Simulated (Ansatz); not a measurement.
# Ga2O3 (C2/m) in Ansatz: settings compared

One crystal, Ga2O3, is run at these levels: BLYP+D3(BJ), PBE, revPBE+D4, revPBE; tasks: relaxation of cell and atoms, single point.

All numbers are computed with Ansatz 0.2.0; they aren't measurements. Logs are shortened: lines on timing, memory, paths and dates and some standing lists are left out, and cuts for length are marked.

## (1) Starting point

The structure is monoclinic, space group C2/m (No. 12). Conventional cell: a = 12.214 Å, b = 3.037 Å, c = 5.798 Å, α = 90.00°, β = 103.83°, γ = 90.00°. Ga (site symmetry m) is surrounded by 6 O at 1.94 to 2.07 Å. Ga (site symmetry m) has 4 O at 1.83 to 1.86 Å as nearest neighbours. O (site symmetry m) is surrounded by 3 Ga at 1.83 to 1.94 Å. Around O (site symmetry m) lie 4 Ga at 1.86 to 2.07 Å. O (site symmetry m) is surrounded by 3 Ga at 1.83 to 1.94 Å.

## (2) Relaxation of cell and atoms, BLYP+D3(BJ)

input.yaml

```yaml
crystal:
  lattice:
    - [6.107, -1.51855, 0.0]
    - [6.107, 1.51855, 0.0]
    - [-1.3859888959, 0.0, 5.630008738]
  atoms:
    - { symbol: Ga, position: [0.34134, 0.34134, 0.68598] }
    - { symbol: Ga, position: [0.65866, 0.65866, 0.31402] }
    - { symbol: Ga, position: [0.9095, 0.9095, 0.2054] }
    - { symbol: Ga, position: [0.0905, 0.0905, 0.7946] }
    - { symbol: O, position: [0.5041, 0.5041, 0.7434] }
    - { symbol: O, position: [0.4959, 0.4959, 0.2566] }
    - { symbol: O, position: [0.8267, 0.8267, 0.4368] }
    - { symbol: O, position: [0.1733, 0.1733, 0.5632] }
    - { symbol: O, position: [0.8355, 0.8355, 0.8902] }
    - { symbol: O, position: [0.1645, 0.1645, 0.1098] }
hamiltonian:
  xc: blyp
  pseudopotentials: { kind: paw }
  dispersion: d3bj
kpoints:
  mp_grid: { grid: [9, 9, 5] }
scf:
  occupations: { method: fermi_dirac, width: 0.05 }
output:
  forces: true
  stress: true
relax:
  f_tol: 0.01
  max_steps: 40
  cell: { stress_tol: 0.05 }
```

Potentials or basis: Ansatz PAW.

Run with:

```sh
ansatz run input.yaml --threads 4 --pin off --max-ram 11264MiB --backend cpu --events-out ev --progress --plain --runs-dir out
```

What it wrote:

```text
Warning: RAYON_NUM_THREADS=4 ignored (pool sized by the plan → 4); use --threads N
basis.fft_grid_basis auto: the FFT boxes are laid along the combinations [[1, -1, 0], [0, 1, 0], [0, 0, 1]] of the cell's own vectors, 3.037, 6.293 and 5.798 Å long. The dense box has 24×45×40 points. Along the cell's own vectors, as sized, it would have 45×45×40, 1.88 times as many. Of the 4 symmetry operations that the crystal satisfies within crystal.symmetry.tolerance (time reversal apart; of a slab, those that keep its plane) the dense box along the cell's own vectors carries 4, and the one as laid loses 2 of those. basis.fft_grid_basis: typed keeps the cell's own vectors: state it where this run's energies or levels are differenced outside the engine with another run's, or held beside a run that keeps those vectors.
Engine: ansatz 0.2.0, x86_64-unknown-linux-gnu
Pseudopotentials: kind: paw
Pseudopotential: Ga, paw, valence charge 13, recommended cutoff 420 eV (normal), Ga.paw.azcp
Pseudopotential: O, paw, valence charge 6, recommended cutoff 420 eV (normal), O.paw.azcp
Functional definition: BLYP
  parameter beta = 0.0042
  parameter a = 0.04918
  parameter b = 0.132
  parameter c = 0.2533
  parameter d = 0.349
  exchange = b88_x(beta = beta)
  correlation = lyp_c(a = a, b = b, c = c, d = d)
Crystal: 10 atoms, lattice volume = 104.423 Å³
Basis set: ecut = 420 eV, 2037 PW (Γ), FFT grids on a1−a2, a2, a3, exchange–correlation on 48×90×80 points (8 copies of the dense FFT grid, shifted against one another)
Bands: 54, of which v1, the nominal top of the filled ones, is band 44 counted from 1 (43 counted from 0)
Symmetry: 4 space group operations
Space group: C2/m (ITA 12), of the structure as read, at distance tolerance 4.7e-5 Å
k-points: 115 of 405
Non-local potential: Ga, projectors of the file, l = 0: 2, l = 1: 2, l = 2: 3, l = 3: 1
Non-local potential: O, projectors of the file, l = 0: 2, l = 1: 2, l = 2: 1
PAW form: soft (Blöchl's): semilocal exchange-correlation on the pseudo side does not see the compensation charge
PAW frozen core: Ga, regenerated for the run's functional, and the local potential with it (the file was generated under x = pbe(κ = 0.804, μ = 0.2195149727645171), c = pbe(β = 0.06672455060314922))
PAW frozen core: O, regenerated for the run's functional, and the local potential with it (the file was generated under x = pbe(κ = 0.804, μ = 0.2195149727645171), c = pbe(β = 0.06672455060314922))
PAW one-centre angular grid: Ga, 590 points (default); XC on 64 Gauss nodes
PAW one-centre angular grid: O, 110 points (default); XC on 64 Gauss nodes
Initial density: superposition of atomic densities (neutral atoms: chi_scale 0, normalization atom), corrected by the library's trained network
Initial wavefunctions: pseudopotential atomic-orbital guess
Functional: x = b88, c = lyp
SCF iter   1: F=—  HF=-18595.123337 eV  |F-HF|=—  |Δ(HF+E_count)|=         —  Δρ=1.89e-2  dr2=2.44e-1  ethr=1.77e-3  ⟨swp⟩=6.0  Hψ=22642  notcnv=0  defer=33
preconditioner: auto → Resta (q_TF=auto, 2.652 Å⁻¹)  ε∞=4.6  [insulator: Δε(μ)=2.675 eV  Ē_g=17.939 eV  σ=0.050 eV  W_gap=1.00  n_scr=34 (ndim 8)  ℏωp=34.1 eV  f_vac=0.014  D(μ)=0.00/eV (n_scr^D=0)  ε∞_Penn≈4.6]
SCF iter   2: F=—  HF=-18595.050414 eV  |F-HF|=—  |Δ(HF+E_count)|=   7.29e-2  Δρ=1.98e-3  dr2=3.65e-3  ethr=2.77e-4  ⟨swp⟩=2.0  Hψ=11805  notcnv=0  defer=473
SCF iter   3: F=—  HF=-18595.050305 eV  |F-HF|=—  |Δ(HF+E_count)|=   1.09e-4  Δρ=1.16e-3  dr2=1.08e-3  ethr=4.15e-6  ⟨swp⟩=2.2  Hψ=10031  notcnv=0  defer=473
SCF iter   4: F=—  HF=-18595.050543 eV  |F-HF|=—  |Δ(HF+E_count)|=   2.38e-4  Δρ=5.11e-4  dr2=2.91e-4  ethr=1.23e-6  ⟨swp⟩=2.0  Hψ=8037  notcnv=0  defer=473
SCF iter   5: F=—  HF=-18595.050506 eV  |F-HF|=—  |Δ(HF+E_count)|=   3.72e-5  Δρ=9.87e-5  dr2=7.38e-6  ethr=3.31e-7  ⟨swp⟩=2.0  Hψ=9886  notcnv=0  defer=473
SCF iter   6: F=—  HF=-18595.050495 eV  |F-HF|=—  |Δ(HF+E_count)|=   1.07e-5  Δρ=3.23e-5  dr2=6.53e-7  ethr=8.38e-9  ⟨swp⟩=2.0  Hψ=10797  notcnv=0  defer=473
SCF iter   7: F=—  HF=-18595.050495 eV  |F-HF|=—  |Δ(HF+E_count)|=   1.25e-7  Δρ=2.13e-5  dr2=3.25e-7  ethr=1.14e-10  ⟨swp⟩=5.0  Hψ=25594  notcnv=0
SCF iter   8: F=-18595.050495 eV  HF=-18595.050495 eV  |F-HF|=4.50e-9  |Δ(HF+E_count)|=   1.50e-7  Δρ=2.69e-6  dr2=4.88e-9  ethr=1.14e-10  ⟨swp⟩=3.0  Hψ=24869  notcnv=0
SCF 1 converged in 8 iterations: F = -18595.050495 eV  dr2 = 4.88e-9
relax step   1: F+E_penalty+E_count = -18595.05049498 eV  Δ(F+E_penalty+E_count) = +0.000e0 eV  max|allowed force component| = 2.328e-1 eV/Å  Δτ_max = 0.0000 Å  P = +7.706 GPa  Ω = 104.423 Å³  (8 SCF iters, dr2 threshold 1.00e-7 eV, accepted)
[... 12 lines left out ...]
relax step   7: F+E_penalty+E_count = -18595.14624826 eV  Δ(F+E_penalty+E_count) = +1.062e-3 eV  max|allowed force component| = 1.436e-3 eV/Å  Δτ_max = 0.0026 Å  P = +0.013 GPa  Ω = 108.379 Å³  energy of the carried Pulay correction = -1.331e-3 eV  (5 SCF iters, dr2 threshold 3.54e-7 eV, accepted)
[... 9 lines left out ...]
relax step   8: F+E_penalty+E_count = -18595.14767958 eV  Δ(F+E_penalty+E_count) = -1.431e-3 eV  max|allowed force component| = 1.339e-3 eV/Å  Δτ_max = 0.0000 Å  P = +0.022 GPa  Ω = 108.379 Å³  stress off target by 3.13e-2 GPa  SCF on the basis re-selected at this cell (its energy is not comparable with the rows above)  (6 SCF iters)
[... 1 line left out ...]
SCF converged after 6 iterations
Free energy (F): -18595.147680 eV
Harris-Foulkes:  -18595.147680 eV  (|F-HF|=1.56e-9)
Internal energy: -18595.147680 eV  (E = F + TS)
E sigma→0 (E₀):  -18595.147680 eV
Fermi energy:    9.191807 eV
--- Per-component energies (eV) ---
  E_band       = -109.304105
  E_kinetic    = 1519.439473
  E_local      = -9207.546336  (includes V_loc(G=0)·N_el)
  E_nonlocal   = 2008.997181
  E_hartree    = 4136.241530
  E_xc         = -702.992554
  E_vxc        = -775.546569  (∫ρ·V_xc dr)
  E_paw        = -9005.474228  (= ΣΔE_a)
  E_vpaw       = -1927.145697  (= ΣTr[D̂ρ^β])
  E_aug_tail   = 0.014631  (compensation charges beyond the density's cutoff)
  E_ewald      = -7339.708083
  E_disp       = -4.200363  (pairwise vdW)
  E_core_change = 0.081072  (= ΣΔE_core)
  E_smearing   = -0.000000  (= −TS)
  E_closure    = -0.000000  (closes the sum)
  Σ components = -18595.147680   (vs F -18595.147680, Δ=0.00e0)
--- Forces (eV/Å), atoms counted from 1 ---
  atom   1  Ga     0.00076110    -0.00000000     0.00011474
  atom   2  Ga    -0.00076110     0.00000000    -0.00011474
  atom   3  Ga     0.00002616    -0.00000000    -0.00028199
  atom   4  Ga    -0.00002616     0.00000000     0.00028199
  atom   5  O     -0.00017001    -0.00000000     0.00025898
  atom   6  O      0.00017001     0.00000000    -0.00025898
  atom   7  O     -0.00059086    -0.00000000    -0.00093726
  atom   8  O      0.00059086     0.00000000     0.00093726
  atom   9  O      0.00019699     0.00000000     0.00133913
  atom  10  O     -0.00019699    -0.00000000    -0.00133913
  max |Σ_I F_I| component: 2.71e-20 eV/Å
--- Stress (GPa, compression-positive) ---
        0.019364       0.000000       0.002560
        0.000000       0.031256      -0.000000
        0.002560      -0.000000       0.014079
  P = ⅓ Tr σ = 0.0216 GPa (0.216 kbar)
--- Relaxed structure (6 steps of the walk, 6 accepted, 2 SCFs on fresh bases) ---
  F+E_penalty+E_count = -18595.14767958 eV   max|allowed force component| = 1.339e-3 eV/Å   (the final SCF, on the basis selected at the relaxed cell)
  cell:  # Å, volume = 108.3793 Å³
    - [6.187510741511421, -1.5376020518965734, 0.009136861712146841]
    - [6.187510741511421, 1.5376020518965734, 0.00913686171214683]
    - [-1.3958376567413655, -2.123429494872709e-17, 5.693762579879042]
  atoms:
    - { symbol: Ga, position: [0.3410798446393546, 0.3410798446393546, 0.6875914173643427] }
    - { symbol: Ga, position: [0.6589201553606455, 0.6589201553606455, 0.31240858263565735] }
    - { symbol: Ga, position: [0.9096438098268901, 0.9096438098268901, 0.20577314637519306] }
    - { symbol: Ga, position: [0.09035619017310983, 0.09035619017310982, 0.7942268536248066] }
    - { symbol: O, position: [0.503667589605407, 0.503667589605407, 0.7442630740749026] }
    - { symbol: O, position: [0.4963324103945929, 0.4963324103945929, 0.2557369259250972] }
    - { symbol: O, position: [0.8267739335578291, 0.8267739335578291, 0.4369470421350212] }
    - { symbol: O, position: [0.17322606644217087, 0.17322606644217087, 0.5630529578649788] }
    - { symbol: O, position: [0.8346220590767577, 0.8346220590767577, 0.8921617584140816] }
    - { symbol: O, position: [0.16537794092324232, 0.16537794092324232, 0.10783824158591836] }
```

Wall time 79 s (4 threads of Intel Xeon at 2.70GHz, shared host); peak memory 0.84 GiB.

Results:

* Free energy: -18595.1477 eV
* Relaxed volume: 10.84 Å³/atom
* Relaxed cell: a = 6.376 Å, b = 6.376 Å, c = 5.862 Å, α = 103.28°, β = 103.28°, γ = 27.91°
* Space group after relaxing (to 0.05 Å): C2/m (No. 12)
* Energy gained by relaxing: 9.7 meV/atom
* Ionic steps: 8
* Pressure after relaxing: 0.0 GPa
* Band gap on the k mesh: 2.19 eV

Step by step:
| step | energy change (eV) | largest force (eV/Å) | volume (Å³) |
| --- | --- | --- | --- |
| 1 | 0.0000 | 0.2728 | 104.42 |
| 2 | -0.0629 | 0.1361 | 106.66 |
| 3 | -0.0712 | 0.0234 | 108.13 |
| 4 | -0.0712 | 0.0163 | 108.18 |
| 5 | -0.0714 | 0.0042 | 108.15 |
| 6 | -0.0968 | 0.0036 | 108.15 |
| 7 | -0.0958 | 0.0015 | 108.38 |
| 8 | -0.0972 | 0.0014 | 108.38 |

Final structure:
```
CELL_PARAMETERS angstrom
6.18751 -1.53760 0.00914
6.18751 1.53760 0.00914
-1.39584 0.00000 5.69376
ATOMIC_POSITIONS crystal
Ga 0.34108 0.34108 0.68759
Ga 0.65892 0.65892 0.31241
Ga 0.90964 0.90964 0.20577
Ga 0.09036 0.09036 0.79423
O 0.50367 0.50367 0.74426
O 0.49633 0.49633 0.25574
O 0.82677 0.82677 0.43695
O 0.17323 0.17323 0.56305
O 0.83462 0.83462 0.89216
O 0.16538 0.16538 0.10784
```

Caveat: odd divisions of the mesh miss points on the zone boundary, where band edges often lie, so the gap on the mesh can be too wide; the plane-wave basis is chosen anew once the cell has moved, so the energies of steps on either side of that aren't comparable; the pressure holds a Pulay correction of +0.9 GPa for the finite cutoff; the PAW data sets come from PBE, with cores solved anew for the run's functional, which leaves a small shift of forces and pressure.

## (3) Single point, PBE

input.yaml: that of step 2 with these lines changed.

```diff
@@ -17,5 +17,4 @@
 hamiltonian:
-  xc: blyp
+  xc: pbe
   pseudopotentials: { kind: paw }
-  dispersion: d3bj
 kpoints:
@@ -23,3 +22,3 @@
 scf:
-  occupations: { method: fermi_dirac, width: 0.05 }
+  occupations: { method: gaussian, width: 0.013 }
 output:
@@ -27,5 +26,2 @@
   stress: true
-relax:
-  f_tol: 0.01
-  max_steps: 40
-  cell: { stress_tol: 0.05 }
+  eigenvalues: true
```

Potentials or basis: Ansatz PAW.

Run with:

```sh
ansatz run input.yaml --threads 4 --pin off --max-ram 11264MiB --backend cpu --events-out ev --progress --plain --runs-dir out
```

It took 11 s on 4 threads of Intel Xeon at 2.70GHz, shared host; peak memory 0.78 GiB.

The run converged. Its results:

- Free energy: -18539.9727 eV
- Pressure: 9.6 GPa
- Largest force: 0.219 eV/Å
- Band gap on the k mesh: 2.44 eV, indirect (least direct gap 2.46 eV)

Forces on the atoms (eV/Å):
```
Ga   0.020  0.000 -0.066
Ga  -0.020  0.000  0.066
Ga  -0.107  0.000 -0.062
Ga   0.107  0.000  0.062
O   -0.167  0.000 -0.053
O    0.167  0.000  0.053
O    0.016  0.000  0.053
O   -0.016  0.000 -0.053
O   -0.205  0.000  0.077
O    0.205  0.000 -0.077
```

Stress tensor (GPa, compression positive):
```
 9.37  0.00  0.15
 0.00 10.23  0.00
 0.15  0.00  9.07
```

Levels at points of the mesh, in eV from the valence-band top:
| k point | band 40 | band 41 | band 42 | band 43 | band 44 | band 45 | band 46 | band 47 | band 48 | band 49 |
| --- | --- | --- | --- | --- | --- | --- | --- | --- | --- | --- |
| (0.00, 0.00, 0.00) | -0.67 | -0.65 | -0.47 | -0.28 | -0.02 | 2.44 | 5.75 | 6.78 | 6.81 | 7.83 |

Caveat: odd divisions of the mesh miss points on the zone boundary, where band edges often lie, so the gap on the mesh can be too wide; the pressure holds a Pulay correction of +0.8 GPa for the finite cutoff. A k mesh can miss the band edges.

## (4) Single point, PBE

input.yaml: that of step 3 with these lines changed.

```diff
@@ -22,3 +22,3 @@
 scf:
-  occupations: { method: gaussian, width: 0.013 }
+  occupations: { method: gaussian, width: 0.014 }
 output:
```

Run with:

```sh
ansatz run input.yaml --threads 4 --pin off --max-ram 11264MiB --backend cpu --events-out ev --progress --plain --runs-dir out
```

Wall time 8.7 s (4 threads of Intel Xeon at 2.70GHz, shared host); peak memory 0.78 GiB.

Results (log left out):

| Quantity | Value |
| --- | --- |
| Free energy | -18539.9727 eV |
| Pressure | 9.6 GPa |
| Largest force | 0.219 eV/Å |
| Band gap on the k mesh | 2.44 eV, indirect (least direct gap 2.46 eV) |

Forces in eV/Å, atoms in the order of the input:
```
Ga   0.020  0.000 -0.066
Ga  -0.020  0.000  0.066
Ga  -0.107  0.000 -0.062
Ga   0.107  0.000  0.062
O   -0.167  0.000 -0.053
O    0.167  0.000  0.053
O    0.016  0.000  0.053
O   -0.016  0.000 -0.053
O   -0.205  0.000  0.077
O    0.205  0.000 -0.077
```

Stress tensor (GPa, compression positive):
```
 9.37  0.00  0.15
 0.00 10.23  0.00
 0.15  0.00  9.07
```

Levels at points of the mesh, in eV from the valence-band top:
| k point | band 41 | band 42 | band 43 | band 44 | band 45 | band 46 | band 47 | band 48 |
| --- | --- | --- | --- | --- | --- | --- | --- | --- |
| (0.00, 0.00, 0.00) | -0.65 | -0.47 | -0.28 | -0.02 | 2.44 | 5.75 | 6.78 | 6.81 |

Caveat: odd divisions of the mesh miss points on the zone boundary, where band edges often lie, so the gap on the mesh can be too wide; the pressure holds a Pulay correction of +0.8 GPa for the finite cutoff. A k mesh can miss the band edges.

## (5) Relaxation of cell and atoms, revPBE+D4

input.yaml: that of step 4 with these lines changed.

```diff
@@ -17,4 +17,5 @@
 hamiltonian:
-  xc: pbe
+  xc: revpbe
   pseudopotentials: { kind: paw }
+  dispersion: d4
 kpoints:
@@ -22,3 +23,3 @@
 scf:
-  occupations: { method: gaussian, width: 0.014 }
+  occupations: { method: fermi_dirac, width: 0.05 }
 output:
@@ -26,2 +27,5 @@
   stress: true
-  eigenvalues: true
+relax:
+  f_tol: 0.01
+  max_steps: 40
+  cell: { stress_tol: 0.05 }
```

Run with:

```sh
ansatz run input.yaml --threads 4 --pin off --max-ram 11264MiB --backend cpu --events-out ev --progress --plain --runs-dir out
```

Run time: 77 s. Hardware: 4 threads of Intel Xeon at 2.70GHz, shared host; peak memory 0.84 GiB.

It converged, with:

```yaml
Free_energy: -18569.0688 eV
Relaxed_volume: 10.56 Å³/atom
Relaxed_cell: a = 6.306 Å, b = 6.306 Å, c = 5.823 Å, α = 103.30°, β = 103.30°, γ = 28.01°
Space_group_after_relaxing_to_0.05_Å: C2/m (No. 12)
Energy_gained_by_relaxing: 2.9 meV/atom
Ionic_steps: 9
Pressure_after_relaxing: 0.0 GPa
Band_gap_on_the_k_mesh: 2.37 eV
```

The path:
| step | energy change (eV) | largest force (eV/Å) | volume (Å³) |
| --- | --- | --- | --- |
| 1 | 0.0000 | 0.2670 | 104.42 |
| 2 | -0.0194 | 0.1267 | 105.07 |
| 3 | -0.0228 | 0.0357 | 105.63 |
| 4 | -0.0234 | 0.0338 | 105.59 |
| 5 | -0.0235 | 0.0189 | 105.58 |
| 6 | -0.0235 | 0.0009 | 105.59 |
| 7 | -0.0288 | 0.0008 | 105.59 |
| 8 | -0.0286 | 0.0009 | 105.64 |
| 9 | -0.0288 | 0.0010 | 105.64 |

Final structure:
```
Ga O
1.0
     6.11845   -1.52598    0.00446
     6.11845    1.52598    0.00446
    -1.38448    0.00000    5.65630
Ga O
4 6
Direct
  0.34068 0.34068 0.68721
  0.65932 0.65932 0.31279
  0.90880 0.90880 0.20412
  0.09120 0.09120 0.79588
  0.50358 0.50358 0.74640
  0.49642 0.49642 0.25360
  0.82776 0.82776 0.43923
  0.17224 0.17224 0.56077
  0.83144 0.83144 0.89134
  0.16856 0.16856 0.10866
```

Caveat: odd divisions of the mesh miss points on the zone boundary, where band edges often lie, so the gap on the mesh can be too wide; the plane-wave basis is chosen anew once the cell has moved, so the energies of steps on either side of that aren't comparable; the pressure holds a Pulay correction of +0.7 GPa for the finite cutoff; the PAW data sets come from PBE, with cores solved anew for the run's functional, which leaves a small shift of forces and pressure.

## (6) Relaxation of cell and atoms, revPBE

input.yaml: that of step 5 with these lines changed.

```diff
@@ -19,3 +19,2 @@
   pseudopotentials: { kind: paw }
-  dispersion: d4
 kpoints:
```

Potentials or basis: Ansatz PAW.

Run with:

```sh
ansatz run input.yaml --threads 4 --pin off --max-ram 11264MiB --backend cpu --events-out ev --progress --plain --runs-dir out
```

Wall time 1.7 min (4 threads of Intel Xeon at 2.70GHz, shared host); peak memory 0.85 GiB.

It converged, with:

```yaml
Free_energy: -18563.3992 eV
Relaxed_volume: 11.19 Å³/atom
Relaxed_cell: a = 6.467 Å, b = 6.467 Å, c = 5.915 Å, α = 103.28°, β = 103.28°, γ = 27.75°
Space_group_after_relaxing_to_0.05_Å: C2/m (No. 12)
Energy_gained_by_relaxing: 28.3 meV/atom
Ionic_steps: 10
Pressure_after_relaxing: 0.0 GPa
Band_gap_on_the_k_mesh: 1.93 eV
```

The path:
```csv
step,energy change (eV),largest force (eV/Å),volume (Å³)
1,0.0000,0.2801,104.42
2,-0.2044,0.1739,108.62
3,-0.2395,0.0347,111.26
4,-0.2395,0.0194,111.50
5,-0.2397,0.0171,111.47
6,-0.2397,0.0032,111.47
7,-0.2822,0.0057,111.47
8,-0.2813,0.0047,111.89
9,-0.2812,0.0006,111.92
10,-0.2831,0.0004,111.92
```

Final structure:
```cif
data_structure
_symmetry_space_group_name_H-M 'P 1'
_symmetry_Int_Tables_number 1
_cell_length_a 6.4672
_cell_length_b 6.4672
_cell_length_c 5.9147
_cell_angle_alpha 103.283
_cell_angle_beta 103.283
_cell_angle_gamma 27.751
_cell_volume 111.92
loop_
_atom_site_label
_atom_site_type_symbol
_atom_site_fract_x
_atom_site_fract_y
_atom_site_fract_z
_atom_site_occupancy
Ga1 Ga 0.34166 0.34166 0.68572 1
Ga2 Ga 0.65834 0.65834 0.31428 1
Ga3 Ga 0.91038 0.91038 0.20531 1
Ga4 Ga 0.08962 0.08962 0.79469 1
O1 O 0.50417 0.50417 0.74302 1
O2 O 0.49583 0.49583 0.25698 1
O3 O 0.82609 0.82609 0.43476 1
O4 O 0.17391 0.17391 0.56524 1
O5 O 0.83740 0.83740 0.89077 1
O6 O 0.16260 0.16260 0.10923 1
```

Caveat: odd divisions of the mesh miss points on the zone boundary, where band edges often lie, so the gap on the mesh can be too wide; the plane-wave basis is chosen anew once the cell has moved, so the energies of steps on either side of that aren't comparable; the pressure holds a Pulay correction of +0.7 GPa for the finite cutoff; the PAW data sets come from PBE, with cores solved anew for the run's functional, which leaves a small shift of forces and pressure.

## (7) Summary

| task | level | cell | smearing | gap on the mesh (eV) | pressure (GPa) | relaxed volume (Å³/atom) | largest force (eV/Å) |
| --- | --- | --- | --- | --- | --- | --- | --- |
| relaxation of cell and atoms | BLYP+D3(BJ) | relaxed | fermi-dirac 0.05 eV | 2.19 | 0.0 | 10.84 | - |
| single point | PBE | as given | gaussian 0.013 eV | 2.44 | 9.6 | - | 0.22 |
| single point | PBE | as given | gaussian 0.014 eV | 2.44 | 9.6 | - | 0.22 |
| relaxation of cell and atoms | revPBE+D4 | relaxed | fermi-dirac 0.05 eV | 2.37 | 0.0 | 10.56 | - |
| relaxation of cell and atoms | revPBE | relaxed | fermi-dirac 0.05 eV | 1.93 | 0.0 | 11.19 | - |

Alike in all rows: potentials or basis Ansatz PAW; no spin polarisation; k mesh 9 × 9 × 5; cutoff (eV) 420.

Caveats: odd divisions of the mesh miss points on the zone boundary, where band edges often lie, so the gap on the mesh can be too wide; the plane-wave basis is chosen anew once the cell has moved, so the energies of steps on either side of that aren't comparable (some runs); the PAW data sets come from PBE, with cores solved anew for the run's functional, which leaves a small shift of forces and pressure (some runs).

Absolute energies hang on the potentials; compare differences alone.
